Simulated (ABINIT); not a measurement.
Runs of ABINIT 10.8.3 (patched build) on Sb. It takes space group P6_3/mmc (No. 194, hexagonal). The conventional cell has a = 3.355 Å, b = 3.355 Å, c = 5.470 Å, α = 90.00°, β = 90.00°, γ = 120.00°. Around Sb (site symmetry -6m2) lie 12 Sb at 3.35 Å. This isn't the form of Sb at room conditions, which is rhombohedral.

| task | level | potentials or basis | cell | k mesh | cutoff (eV) | bands in the sums | broadening (eV) | scissor shift (eV) | tensor components | cell freedom (optcell) | gap on the mesh (eV) | pressure (GPa) |
| --- | --- | --- | --- | --- | --- | --- | --- | --- | --- | --- | --- | --- |
| single point | PBEsol | PseudoDojo NC SR PBEsol v0.4.1 standard | as given | 7 × 7 × 4 | 980 | - | - | - | - | - | none | -2.9 |
| optical spectrum | LDA | PseudoDojo NC SR LDA v0.4.1 standard | as given | 10 × 10 × 6, shifted | 1088 | 23 | 0.15 | 0 | [11, 33] | - | - | -2.3 |
| single point | LDA | PseudoDojo NC SR LDA v0.4.1 standard | as given | 7 × 7 × 4 | 1088 | - | - | - | - | - | none | (a) |
| relaxation of cell and atoms | PBEsol | PseudoDojo NC SR PBEsol v0.4 stringent | relaxed | 7 × 7 × 4 | 1361 | - | - | - | - | 2 | none | 0.0 |

Alike in all rows: no spin polarisation; smearing fermi-dirac 0.05 eV.

Estimate the missing entries.

(a) -2.5.

Caveats: the intraband (Drude) term is left out (some runs); spectra need much finer meshes, so this one isn't converged (some runs).

A k mesh can miss the band edges, and the runs leave out spin-orbit coupling on Sb.

A gap of «none» marks a metal or a gap under the smearing width.

Not every run made on this cell is shown here.
